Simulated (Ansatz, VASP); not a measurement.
**One calculation of TiN, two programs**

Contents of INCAR:

```
ALGO = Normal
EDIFF = 1E-6
ENCUT = 520
GGA = CA
ISIF = 2
ISMEAR = -1
LASPH = True
LCHARG = False
LREAL = False
LWAVE = False
NBANDS = 16
NELM = 100
PREC = Accurate
SIGMA = 0.1
```

Contents of KPOINTS:

```
k-points
0
Gamma
  16 16 16
```

Contents of POSCAR:

```
TiN
1.0
    0.0000000000      2.0859933218      2.0859933218
    2.0859933218      0.0000000000      2.0859933218
    2.0859933218      2.0859933218      0.0000000000
Ti N
1 1
Direct
    0.0000000000      0.0000000000      0.0000000000
    0.5000000000      0.5000000000      0.5000000000
```

Input for Ansatz:

```yaml
crystal:
  lattice:
    - [0.0, 2.08599332184, 2.08599332184]
    - [2.08599332184, 0.0, 2.08599332184]
    - [2.08599332184, 2.08599332184, 0.0]
  atoms:
    - { symbol: Ti, position: [0.0, 0.0, 0.0] }
    - { symbol: "N", position: [0.5, 0.5, 0.5] }
kpoints:
  mp_grid: { grid: [16, 16, 16] }
scf:
  occupations: { method: fermi_dirac, width: 0.1 }
hamiltonian:
  xc: lda
  pseudopotentials: { kind: paw }
output:
  forces: true
  stress: true
  eigenvalues: true
  eigenstates:
    nscf_kmesh: { grid: [24, 24, 24] }
    de_dk: true
    e_range: [-14, 14]
  optics:
    e_range: [0, 25]
    de: 0.2
    sigma: 0.25
    bands: { spectra_wanted_up_to: 25 }
    nscf_kmesh: { grid: [24, 24, 24] }
    drude_damping: 0.2
checkpoint:
  write: ck
  write_wavefunctions: false
```

Alike in both runs: task single point; functional LDA; k mesh 16 × 16 × 16; occupations fermi-dirac, width 0.1 eV; no spin polarisation.

|  | VASP | Ansatz |
| --- | --- | --- |
| version | VASP 6.6.1 | Ansatz 0.2.0 |
| potentials or method | VASP PAW LDA potentials, release 64 (Ti_sv, N) | PAW with Ansatz's default frozen-core files, scalar-relativistic |
| plane-wave cutoff (eV) | 520 | 420 |
| valence electrons in the cell | 17 | 17 |

|  | VASP | Ansatz | Ansatz less VASP |
| --- | --- | --- | --- |
| pressure (GPa) | 1.1 | 0.0 | -1.10 |

Ansatz warned: «optics_on_partly_filled_bands».
